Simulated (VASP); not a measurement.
# Al (Im-3m) in VASP: further runs

Runs on Al. Level: PBEsol. Tasks: single point.

Everything below comes from runs of VASP 6.6.1. Logs are shortened: lines on timing, memory, paths and dates and some standing lists are left out, and cuts for length are marked.

### Step 1. The crystal as given

Symmetry: Im-3m, No. 229, cubic system. Conventional cell: a = 3.182 Å, b = 3.182 Å, c = 3.182 Å, α = 90.00°, β = 90.00°, γ = 90.00°. Around Al (site symmetry m-3m) lie 8 Al at 2.76 Å.

This isn't the form of Al at room conditions, which is fcc.

### Step 2. Single point, PBEsol

Contents of INCAR:

```
ADDGRID = F
ALGO = Normal
EDIFF = 1E-7
ENCUT = 250
GGA = PS
ISIF = 2
ISMEAR = 1
LASPH = T
LCHARG = F
LREAL = F
LWAVE = F
NELM = 100
PREC = Accurate
SIGMA = 0.15
```

Contents of KPOINTS:

```
k-points
0
Gamma
  15 15 15
```

Contents of POSCAR:

```
Al
1.0
   -1.5912186900      1.5912186900      1.5912186900
    1.5912186900     -1.5912186900      1.5912186900
    1.5912186900      1.5912186900     -1.5912186900
Al
1
Direct
    0.0000000000      0.0000000000      0.0000000000
```

Potentials or basis: VASP PAW PBE potentials, release 64 (Al).

Launch:

```console
$ cat potpaw_PBE.64/Al/POTCAR > POTCAR
$ mpirun -np 1 vasp_std > vasp.out
```

OUTCAR:

```text
EDIFF = 1E-7
   ENCUT = 250
   GGA = PS
   ISIF = 2
   ISMEAR = 1
   LASPH = T
   LREAL = F
   NELM = 100
   PREC = Accurate

 Found    120 irreducible k-points:

 Following reciprocal coordinates:
            Coordinates               Weight
  0.000000  0.000000  0.000000      1.000000
  0.066667  0.000000  0.000000     12.000000
  0.133333  0.000000  0.000000     12.000000
  0.200000  0.000000  0.000000     12.000000
  0.266667  0.000000  0.000000     12.000000
  0.333333  0.000000  0.000000     12.000000
   k-points           NKPTS =    120   k-points in BZ     NKDIM =    120   number of bands    NBANDS=      5
   number of dos      NEDOS =    301   number of ions     NIONS =      1
   total plane-waves  NPLWV =   2744
   dimension x,y,z NGX =    14 NGY =   14 NGZ =   14
   dimension x,y,z NGXF=    28 NGYF=   28 NGZF=   28
   ions per type =               1
   NGX,Y,Z   is equivalent  to a cutoff of   8.44,  8.44,  8.44 a.u.
   NGXF,Y,Z  is equivalent  to a cutoff of  16.89, 16.89, 16.89 a.u.
 SYSTEM =  unknown system
   PREC   = accura    normal or accurate (medium, high low for compatibility)
   ISTART =      0    job   : 0-new  1-cont  2-samecut
   ICHARG =      2    charge: 1-file 2-atom 10-const
   ISPIN  =      1    spin polarized calculation?
   LNONCOLLINEAR =      F non collinear calculations
   LSORBIT =      F    spin-orbit coupling
   LASPH  =      T    aspherical Exc in radial PAW
   ENCUT  =  250.0 eV  18.37 Ry    4.29 a.u.   3.55  3.55  3.55*2*pi/ulx,y,z
   NELM   =    100;   NELMIN=  2; NELMDL= -5     # of ELM steps
   EDIFF  = 0.1E-06   stopping-criterion for ELM
   LREAL  =      F    real-space projection
   EDIFFG = 0.1E-05   stopping-criterion for IOM
   NSW    =      0    number of steps for IOM
   IBRION =     -1    ionic relax: 0-MD 1-quasi-New 2-CG
   NFREE  =      0    steps in history (QN), initial steepest desc. (CG)
   ISIF   =      2    stress and relaxation
   ISYM   =      2    0-nonsym 1-usesym 2-fastsym
   POTIM  = 0.5000    time-step for ionic-motion
   TEBEG  =    0.0;   TEEND  =   0.0 temperature during run
   PSTRESS=    0.0 pullay stress
   NELECT =       3.0000    total number of electrons
   NUPDOWN=      -1.0000    fix difference up-down
   EMIN   =  10.00;   EMAX   =-10.00  energy-range for DOS
   EFERMI =   0.00;   METHOD = LEGACY
   ISMEAR =     1;   SIGMA  =   0.15  broadening in eV -4-tet -1-fermi 0-gaus
   EFERMI_NEDOS =   21; number of points for ismear=-14 and -15
   IALGO  =     38    algorithm
   IMIX   =      4    mixing-type and parameters
     AMIX     =   0.40;   BMIX     =  1.00
     AMIX_MAG =   1.60;   BMIX_MAG =  1.00
  volume/ion in A,a.u.               =      16.12       108.75
  Fermi-wavevector in a.u.,A,eV,Ry     =   0.934757  1.766435 11.888371  0.873771
  Thomas-Fermi vector in A             =   2.061595
   LORBIT       =      0    0 simple, 1 ext, 2 COOP (PROOUT), +10 PAW based schemes
   GGA     = PS    functional components
   LHFCALC =     F    Hartree Fock is set to
   AEXX    =    0.0000 exact exchange contribution
   IVDW    =     0    specifies the selected vdW correction
   LEPSILON=     F    determine dielectric tensor
   LRPA    =     F    only Hartree local field effects (RPA)
 non-spin polarized calculation
 Methfessel and Paxton  Order N= 1 SIGMA  =   0.15
  energy-cutoff  :      250.00
  volume of cell :       16.12
 maximum number of plane-waves:       152
   NGX =  7   NGY =  7   NGZ =  7

 number of electron       3.0000000 magnetization

 Free energy of the ion-electron system (eV)
  ---------------------------------------------------
  ext. energy  EPLUGINS =         0.00000000
  ---------------------------------------------------
  free energy    TOTEN  =        -3.98161090 eV

  energy without entropy =       -3.98163937  energy(sigma->0) =       -3.98162039

 E-fermi :   8.2116     XC(G=0): -10.3469

 val. band max:        8.1870979517   @ k =  -0.4000   0.4000   0.2000
 cond. band min:       8.2229106821   @ k =   0.2667   0.2667   0.0000
 fundamental gap:      0.0358127304
 Fermi energy:         8.2115529702

 k-point     1 :       0.0000    0.0000    0.0000
  band No.  band energies     occupation
      1      -3.0886      2.00000
      2      21.6648      0.00000
      3      21.6648      0.00000
      4      21.6648      0.00000
      5      23.2310      0.00000

 k-point     2 :       0.0667    0.0000    0.0000
  band No.  band energies     occupation
      1      -2.9587      2.00000
      2      20.1031      0.00000
      3      20.7865      0.00000
      4      21.1359      0.00000
      5      22.6630      0.00000

 k-point     3 :       0.1333    0.0000    0.0000
  band No.  band energies     occupation
      1      -2.5697      2.00000
      2      17.3952      0.00000
      3      19.6121      0.00000
      4      20.0687      0.00000
      5      21.5975      0.00000

 k-point     4 :       0.2000    0.0000    0.0000
  band No.  band energies     occupation
      1      -1.9239      2.00000
      2      14.5958      0.00000
      3      18.5991      0.00000
      4      18.9832      0.00000
      5      20.5624      0.00000

 k-point     5 :       0.2667    0.0000    0.0000
  band No.  band energies     occupation
      1      -1.0248      2.00000
      2      11.9147      0.00000
      3      17.7826      0.00000
      4      18.0364      0.00000
      5      19.6939      0.00000

 k-point     6 :       0.3333    0.0000    0.0000
  band No.  band energies     occupation
      1       0.1238      2.00000
      2       9.4148     -0.00000
      3      17.1747      0.00000
      4      17.3166      0.00000
      5      19.0322      0.00000

 [... further k-points ...]

------------------------ aborting loop because EDIFF is reached ----------------------------------------

  FORCE on cell =-STRESS in cart. coord.  units (eV):
  Direction    XX          YY          ZZ          XY          YZ          ZX
  --------------------------------------------------------------------------------------
  -------------------------------------------------------------------------------------
  Total        0.2169435      0.2169435      0.2169435      0.0000000      0.0000000      0.0000000
  in kB       21.5678862     21.5678862     21.5678862      0.0000000      0.0000000      0.0000000
  external PRESSURE =      21.5678862 kB  Pullay stress =       0.0000000 kB

 VOLUME and BASIS-vectors are now :
 -----------------------------------------------------------------------------
  energy-cutoff  :      250.00
  volume of cell :       16.12
      direct lattice vectors                 reciprocal lattice vectors
    -1.591218690  1.591218690  1.591218690     0.000000000  0.314224565  0.314224565
     1.591218690 -1.591218690  1.591218690     0.314224565  0.000000000  0.314224565
     1.591218690  1.591218690 -1.591218690     0.314224565  0.314224565  0.000000000

 POSITION                                       TOTAL-FORCE (eV/Angst)
 -----------------------------------------------------------------------------------
      0.00000      0.00000      0.00000         0.000000      0.000000      0.000000
 -----------------------------------------------------------------------------------
    total drift:                               -0.000000      0.000000     -0.000000

  FREE ENERGIE OF THE ION-ELECTRON SYSTEM (eV)
  ---------------------------------------------------
  free  energy   TOTEN  =        -3.9816109012 eV

  energy  without entropy=       -3.9816393676  energy(sigma->0) =       -3.98162039
```

It took 6.9 s on 1 thread of Intel Xeon Platinum 8375C at 2.90GHz (Ice Lake), shared host; peak memory 0.1 GiB.

The run converged, but some of its settings lie outside the range that counts as converged, so its numbers aren't taken as properties of the crystal.

Results:

| Item | Value |
| --- | --- |
| Free energy | -3.9816 eV |
| Band gap on the k mesh | none (metal or under the smearing width) |

Caveat: the cutoff is under 1.25 times the usual one of these potentials, so pressure, stress and relaxed cells hold a basis-set (Pulay) error; the PAW data sets were made with another functional, which shifts forces and pressure a little.

### Step 3. Single point, PBEsol

INCAR is that of step 2.

KPOINTS is that of step 2.

Contents of POSCAR:

```
Al
1.0
   -1.5505220000      1.6151010000      1.5901740000
    1.5972310000     -1.6159030000      1.6376860000
    1.5218560000      1.5872370000     -1.5909760000
Al
1
Direct
   -0.0427450000     -0.0166940000     -0.0578530000
```

Potentials or basis: VASP PAW PBE potentials, release 64 (Al).

Launch:

```console
$ cat potpaw_PBE.64/Al/POTCAR > POTCAR
$ mpirun -np 1 vasp_std > vasp.out
```

Run time: 25 s. Hardware: 1 thread of Intel Xeon Platinum 8375C at 2.90GHz (Ice Lake), shared host; peak memory 0.14 GiB.

The run converged, but some of its settings lie outside the range that counts as converged, so its numbers aren't taken as properties of the crystal.

Results:

- Free energy: -3.9803 eV
- Band gap on the k mesh: none (metal or under the smearing width)

Caveat: the cutoff is under 1.25 times the usual one of these potentials, so pressure, stress and relaxed cells hold a basis-set (Pulay) error; the PAW data sets were made with another functional, which shifts forces and pressure a little.

### Step 4. Single point, PBEsol

INCAR, as its differences from that of step 3:

```diff
@@ -3,3 +3,3 @@
 EDIFF = 1E-7
-ENCUT = 250
+ENCUT = 350
 GGA = PS
```

Contents of KPOINTS:

```
k-points
0
Gamma
  13 13 13
```

Contents of POSCAR:

```
Al
1.0
   -1.5912186900      1.5912186900      1.5912186900
    1.5912186900     -1.5912186900      1.5912186900
    1.5912186900      1.5912186900     -1.5912186900
Al
1
Direct
    0.0000000000      0.0000000000      0.0000000000
```

Launch:

```console
$ cat potpaw_PBE.64/Al/POTCAR > POTCAR
$ mpirun -np 1 vasp_std > vasp.out
```

Run time: 8 s. Hardware: 1 thread of Intel Xeon Platinum 8375C at 2.90GHz (Ice Lake), shared host; peak memory 0.1 GiB.

The run converged, but some of its settings lie outside the range that counts as converged, so its numbers aren't taken as properties of the crystal.

What came out:

```
Free energy            : -3.9916 eV
Pressure               : 1.9 GPa
Band gap on the k mesh : none (metal or under the smearing width)
```

Caveat: the PAW data sets were made with another functional, which shifts forces and pressure a little.

### Step 5. Single point, PBEsol

INCAR is that of step 4.

KPOINTS is that of step 4.

Contents of POSCAR:

```
Al
1.0
   -1.5505220000      1.6151010000      1.5901740000
    1.5972310000     -1.6159030000      1.6376860000
    1.5218560000      1.5872370000     -1.5909760000
Al
1
Direct
   -0.0427450000     -0.0166940000     -0.0578530000
```

Launch:

```console
$ cat potpaw_PBE.64/Al/POTCAR > POTCAR
$ mpirun -np 1 vasp_std > vasp.out
```

Wall time 57 s (1 thread of Intel Xeon Platinum 8375C at 2.90GHz (Ice Lake), shared host); peak memory 0.15 GiB.

These settings aren't checked as converged: the numbers below hold their error.

What came out:

* Free energy: -3.9905 eV
* Pressure: 2.1 GPa
* Band gap on the k mesh: none (metal or under the smearing width)

Caveat: the PAW data sets were made with another functional, which shifts forces and pressure a little.

### Step 6. Single point, PBEsol

INCAR, as its differences from that of step 5:

```diff
@@ -3,3 +3,3 @@
 EDIFF = 1E-7
-ENCUT = 350
+ENCUT = 600
 GGA = PS
```

Contents of KPOINTS:

```
k-points
0
Gamma
  10 10 10
```

Contents of POSCAR:

```
Al
1.0
   -1.5912186900      1.5912186900      1.5912186900
    1.5912186900     -1.5912186900      1.5912186900
    1.5912186900      1.5912186900     -1.5912186900
Al
1
Direct
    0.0000000000      0.0000000000      0.0000000000
```

Potentials or basis: VASP PAW PBE potentials, release 64 (Al).

Launch:

```console
$ cat potpaw_PBE.64/Al/POTCAR > POTCAR
$ mpirun -np 1 vasp_std > vasp.out
```

Run time: 6.9 s. Hardware: 1 thread of Intel Xeon Platinum 8375C at 2.90GHz (Ice Lake), shared host; peak memory 0.13 GiB.

The run converged, but some of its settings lie outside the range that counts as converged, so its numbers aren't taken as properties of the crystal.

Results:

- Free energy: -4.0043 eV
- Pressure: 2.8 GPa
- Band gap on the k mesh: none (metal or under the smearing width)

Caveat: the PAW data sets were made with another functional, which shifts forces and pressure a little.
